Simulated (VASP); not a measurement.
Set up this calculation in VASP 6.6.1, as the native input.

```
Task                   : relaxation of cell and atoms
Functional             : PBE
Potentials or basis    : VASP PAW PBE potentials, release 64 (C)
Cutoff                 : 600 eV
k mesh                 : 14 × 14 × 14
Occupations            : gaussian, width 0.03 eV
Spin                   : no spin polarisation
Further INCAR settings : ALGO = Normal; EDIFF = 1e-06; IBRION = 2; EDIFFG = -0.01; NSW = 90; ISIF = 3
```

The structure of C lies in POSCAR:

```
C
1.0
    0.0000000000      1.7833700000      1.7833700000
    1.7833700000      0.0000000000      1.7833700000
    1.7833700000      1.7833700000      0.0000000000
C
2
Direct
    0.0000000000      0.0000000000      0.0000000000
    0.2500000000      0.2500000000      0.2500000000
```

This isn't the form of C at room conditions, which is graphite.

The input as run:

INCAR

```
SYSTEM = C
PREC = Accurate
ENCUT = 600
EDIFF = 1E-6
ISMEAR = 0
SIGMA = 0.03
LREAL = .False.
LASPH = .True.
NELM = 80
ALGO = Normal
ISIF = 3
LWAVE = .False.
LCHARG = .False.
GGA = PE
IBRION = 2
NSW = 90
EDIFFG = -0.01
```

KPOINTS

```
regular mesh
0
Gamma
  14 14 14
  0 0 0
```

Potentials or basis: VASP PAW PBE potentials, release 64 (C).

Command:

```console
$ cat potpaw_PBE.64/C/POTCAR > POTCAR
$ mpirun -np 1 vasp_std > vasp.out
```

Results of the run:

```
Relaxed volume                         : 5.70 Å³/atom
Relaxed cell                           : a = 2.526 Å, b = 2.526 Å, c = 2.526 Å, α = 60.00°, β = 60.00°, γ = 60.00°
Space group after relaxing (to 0.05 Å) : Fd-3m (No. 227)
Energy gained by relaxing              : 0.1 meV/atom
Ionic steps                            : 3
Pressure after relaxing                : 0.0 GPa
Band gap on the k mesh                 : 4.12 eV, indirect (least direct gap 5.58 eV)
```

Run time: 13 s on 1 thread of Intel(R) Xeon(R) Platinum 8559C (Emerald Rapids), with other jobs on the host, peak memory 0.11 GiB.
